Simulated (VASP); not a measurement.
# Mo (Im-3m) in VASP: notebook

One crystal, Mo, is run at these levels: PBE; tasks: relaxation of cell and atoms.

All numbers are computed with VASP 6.6.1; they aren't measurements. Logs are shortened: lines on timing, memory, paths and dates and some standing lists are left out, and cuts for length are marked.

## (1) Starting point

It takes space group Im-3m (No. 229, cubic). The conventional cell has a = 3.147 Å, b = 3.147 Å, c = 3.147 Å, α = 90.00°, β = 90.00°, γ = 90.00°. Mo (site symmetry m-3m) is surrounded by 8 Mo at 2.73 Å.

## (2) Relaxation of cell and atoms, PBE

Input file INCAR:

```
SYSTEM = Mo
ALGO = Normal ; EDIFF = 1E-7
EDIFFG = -0.002 ; ENCUT = 520
GGA = PE ; IBRION = 2
ISIF = 3 ; ISMEAR = 0
LASPH = .TRUE. ; LCHARG = .FALSE.
LREAL = .FALSE. ; LWAVE = .FALSE.
NELM = 80 ; NSW = 80
PREC = Accurate ; SIGMA = 0.1
```

Input file KPOINTS:

```
k-points
0
G
  4 4 4
  0 0 0
```

Input file POSCAR:

```
Mo
1.0
   -1.5734150000      1.5734150000      1.5734150000
    1.5734150000     -1.5734150000      1.5734150000
    1.5734150000      1.5734150000     -1.5734150000
Mo
1
Direct
    0.0000000000      0.0000000000      0.0000000000
```

Potentials or basis: VASP PAW PBE potentials, release 64 (Mo_sv).

Started as:

```console
$ cat potpaw_PBE.64/Mo_sv/POTCAR > POTCAR
$ mpirun -np 1 vasp_std > vasp.out
```

OUTCAR:

```text
SYSTEM = Mo
   EDIFF = 1E-7
   EDIFFG = -0.002
   ENCUT = 520
   GGA = PE
   IBRION = 2
   ISIF = 3
   ISMEAR = 0
   LASPH = .TRUE.
   LREAL = .FALSE.
   NELM = 80
   NSW = 80
   PREC = Accurate

 ion  position               nearest neighbor table
   1  0.000  0.000  0.000-

  LATTYP: Found a body centered cubic cell.
 ALAT       =     3.1468300000

  Lattice vectors:

 A1 = (  -1.5734150000,   1.5734150000,   1.5734150000)
 A2 = (   1.5734150000,  -1.5734150000,   1.5734150000)
 A3 = (   1.5734150000,   1.5734150000,  -1.5734150000)

Analysis of symmetry for initial positions (statically):
=====================================================================
 Subroutine PRICEL returns:
 Original cell was already a primitive cell.

 Routine SETGRP: Setting up the symmetry group for a
 body centered cubic supercell.

 Subroutine GETGRP returns: Found 48 space group operations
 (whereof 48 operations were pure point group operations)
 out of a pool of 48 trial point group operations.

The static configuration has the point symmetry O_h .

Analysis of symmetry for dynamics (positions and initial velocities):
=====================================================================
 Subroutine PRICEL returns:
 Original cell was already a primitive cell.

 Routine SETGRP: Setting up the symmetry group for a
 body centered cubic supercell.

 Subroutine GETGRP returns: Found 48 space group operations
 (whereof 48 operations were pure point group operations)
 out of a pool of 48 trial point group operations.

The dynamic configuration has the point symmetry O_h .

 Subroutine INISYM returns: Found 48 space group operations
 (whereof 48 operations are pure point group operations),
 and found     1 'primitive' translations

----------------------------------------------------------------------------------------

                                     Primitive cell

  volume of cell :      15.5808

  direct lattice vectors                    reciprocal lattice vectors
    -1.573415000  1.573415000  1.573415000     0.000000000  0.317780115  0.317780115
     1.573415000 -1.573415000  1.573415000     0.317780115  0.000000000  0.317780115
     1.573415000  1.573415000 -1.573415000     0.317780115  0.317780115  0.000000000

  length of vectors
     2.725234721  2.725234721  2.725234721     0.449408949  0.449408949  0.449408949

  position of ions in fractional coordinates (direct lattice)
     0.000000000  0.000000000  0.000000000
[... 53 lines left out ...]
   ISPIN  =      1    spin polarized calculation?
   LNONCOLLINEAR =      F non collinear calculations
   LSORBIT =      F    spin-orbit coupling
   LASPH  =      T    aspherical Exc in radial PAW
   ENCUT  =  520.0 eV  38.22 Ry    6.18 a.u.   5.07  5.07  5.07*2*pi/ulx,y,z
   NELM   =     80;   NELMIN=  2; NELMDL= -5     # of ELM steps
   EDIFF  = 0.1E-06   stopping-criterion for ELM
   LREAL  =      F    real-space projection
   EDIFFG = -.2E-02   stopping-criterion for IOM
   NSW    =     80    number of steps for IOM
   IBRION =      2    ionic relax: 0-MD 1-quasi-New 2-CG
   NFREE  =      1    steps in history (QN), initial steepest desc. (CG)
   ISIF   =      3    stress and relaxation
   ISYM   =      2    0-nonsym 1-usesym 2-fastsym
   POTIM  = 0.5000    time-step for ionic-motion
   TEBEG  =    0.0;   TEEND  =   0.0 temperature during run
   PSTRESS=    0.0 pullay stress
   NELECT =      14.0000    total number of electrons
   NUPDOWN=      -1.0000    fix difference up-down
   EMIN   =  10.00;   EMAX   =-10.00  energy-range for DOS
   EFERMI =   0.00;   METHOD = LEGACY
   ISMEAR =     0;   SIGMA  =   0.10  broadening in eV -4-tet -1-fermi 0-gaus
   EFERMI_NEDOS =   21; number of points for ismear=-14 and -15
   IALGO  =     38    algorithm
   IMIX   =      4    mixing-type and parameters
     AMIX     =   0.40;   BMIX     =  1.00
     AMIX_MAG =   1.60;   BMIX_MAG =  1.00
  volume/ion in A,a.u.               =      15.58       105.14
  Fermi-wavevector in a.u.,A,eV,Ry     =   1.579747  2.985289 33.954710  2.495601
  Thomas-Fermi vector in A             =   2.680079
   LORBIT       =      0    0 simple, 1 ext, 2 COOP (PROOUT), +10 PAW based schemes
   GGA     = PE    functional components
   LHFCALC =     F    Hartree Fock is set to
   AEXX    =    0.0000 exact exchange contribution
   IVDW    =     0    specifies the selected vdW correction
   LEPSILON=     F    determine dielectric tensor
   LRPA    =     F    only Hartree local field effects (RPA)
 conjugate gradient relaxation of ions
 non-spin polarized calculation
 Gauss-broadening in eV      SIGMA  =   0.10
  energy-cutoff  :      520.00
  volume of cell :       15.58
 maximum number of plane-waves:       429
   NGX = 11   NGY = 11   NGZ = 11

--------------------------------------- Ionic step        1  -------------------------------------------

 number of electron      14.0000001 magnetization

 Free energy of the ion-electron system (eV)
  ---------------------------------------------------
  ext. energy  EPLUGINS =         0.00000000
  ---------------------------------------------------
  free energy    TOTEN  =       -10.89605390 eV

  energy without entropy =      -10.89605390  energy(sigma->0) =      -10.89605390

------------------------ aborting loop because EDIFF is reached ----------------------------------------

  FORCE on cell =-STRESS in cart. coord.  units (eV):
  Direction    XX          YY          ZZ          XY          YZ          ZX
  --------------------------------------------------------------------------------------
  -------------------------------------------------------------------------------------
  Total        0.4562760      0.4562760      0.4562760     -0.0000000     -0.0000000     -0.0000000
  in kB       46.9189553     46.9189553     46.9189553     -0.0000000     -0.0000000     -0.0000000
  external PRESSURE =      46.9189553 kB  Pullay stress =       0.0000000 kB
[... 92 lines left out ...]
--------------------------------------- Ionic step        4  -------------------------------------------

 number of electron      14.0000005 magnetization

 Free energy of the ion-electron system (eV)
  ---------------------------------------------------
  ext. energy  EPLUGINS =         0.00000000
  ---------------------------------------------------
  free energy    TOTEN  =       -10.89992935 eV

  energy without entropy =      -10.89992935  energy(sigma->0) =      -10.89992935

 E-fermi :  12.2466     XC(G=0): -13.3042

 val. band max:       11.7912441829   @ k =  -0.2500   0.2500   0.2500
 cond. band min:      12.7031647237   @ k =   0.5000   0.5000   0.2500
 fundamental gap:      0.9119205408
 Fermi energy:        12.2465670890

 k-point     1 :       0.0000    0.0000    0.0000
  band No.  band energies     occupation
      1     -48.8532      2.00000
      2     -22.1540      2.00000
      3     -22.1540      2.00000
      4     -22.1540      2.00000
      5       5.1826      2.00000
      6      11.0674      2.00000
      7      11.0674      2.00000
      8      11.0674      2.00000
      9      14.0378      0.00000
     10      14.0378      0.00000
     11      27.1768      0.00000
[... 124 lines left out ...]
  FREE ENERGIE OF THE ION-ELECTRON SYSTEM (eV)
  ---------------------------------------------------
  free  energy   TOTEN  =       -10.8999293517 eV

  energy  without entropy=      -10.8999293517  energy(sigma->0) =      -10.89992935

 reached required accuracy - stopping structural energy minimisation
```

Run time: 4.3 s. Hardware: 1 thread of AMD EPYC 9R45 (Zen 5), shared host; peak memory 0.09 GiB.

What came out:

```yaml
Free_energy: -10.8999 eV
Relaxed_volume: 15.85 Å³/atom
Relaxed_cell: a = 2.741 Å, b = 2.741 Å, c = 2.741 Å, α = 109.47°, β = 109.47°, γ = 109.47°
Space_group_after_relaxing_to_0.05_Å: Im-3m (No. 229)
Energy_gained_by_relaxing: 3.9 meV/atom
Ionic_steps: 4
Pressure_after_relaxing: 0.0 GPa
Band_gap_on_the_k_mesh: none (metal or under the smearing width)
```

Step by step:
```tsv
step	energy change (eV)	largest force (eV/Å)	pressure (GPa)	volume (Å³)
1	0.0000	0.0000	4.69	15.58
2	0.0253	0.0000	-11.42	16.63
3	-0.0039	0.0000	-0.08	15.86
4	-0.0039	0.0000	0.01	15.85
```

Final structure:
```
CELL_PARAMETERS angstrom
-1.58242 1.58242 1.58242
1.58242 -1.58242 1.58242
1.58242 1.58242 -1.58242
ATOMIC_POSITIONS crystal
Mo 0.00000 0.00000 0.00000
```

Caveat: the k mesh is coarse (spacing up to 0.71 Å⁻¹), so the values aren't converged. Zero-point motion and thermal expansion aren't in these numbers.

## (3) Relaxation of cell and atoms, PBE

This run uses another cell than the first one, of 15.85 Å³/atom, 1.017 times its volume.

INCAR is that of step 2.

KPOINTS is that of step 2.

Input file POSCAR:

```
Mo                                      
1.0
   -1.5824170196      1.5824170196      1.5824170196
    1.5824170196     -1.5824170196      1.5824170196
    1.5824170196      1.5824170196     -1.5824170196
  Mo            
     1
Direct
     0.0000000000000000    0.0000000000000000    0.0000000000000000
```

Potentials or basis: VASP PAW PBE potentials, release 64 (Mo_sv).

Started as:

```console
$ cat potpaw_PBE.64/Mo_sv/POTCAR > POTCAR
$ mpirun -np 1 vasp_std > vasp.out
```

Run time: 1.8 s. Hardware: 1 thread of AMD EPYC 9R45 (Zen 5), shared host; peak memory 0.09 GiB.

The run converged. Its results:

```
Free energy             : -10.9001 eV
Pressure after relaxing : 0.0 GPa
Band gap on the k mesh  : none (metal or under the smearing width)
```

Final structure:
```xyz
1
Lattice="-1.5824 1.5824 1.5824 1.5824 -1.5824 1.5824 1.5824 1.5824 -1.5824" Properties=species:S:1:pos:R:3 pbc="T T T"
Mo    0.0000    0.0000    0.0000
```

Levels at points of the mesh, in eV from the Fermi level:
| k point | band 5 | band 6 | band 7 | band 8 | band 9 | band 10 |
| --- | --- | --- | --- | --- | --- | --- |
| (0.00, 0.00, 0.00) | -7.06 | -1.18 | -1.18 | -1.18 | 1.79 | 1.79 |
| (0.50, 0.00, 0.00) | -5.10 | -3.19 | 1.70 | 1.82 | 2.43 | 4.82 |
| (0.50, 0.50, 0.50) | -5.20 | -5.20 | 4.07 | 4.07 | 4.07 | 9.09 |

Caveat: the k mesh is coarse (spacing up to 0.70 Å⁻¹), so the values aren't converged; the relaxation stopped at its first step, so nothing moved.
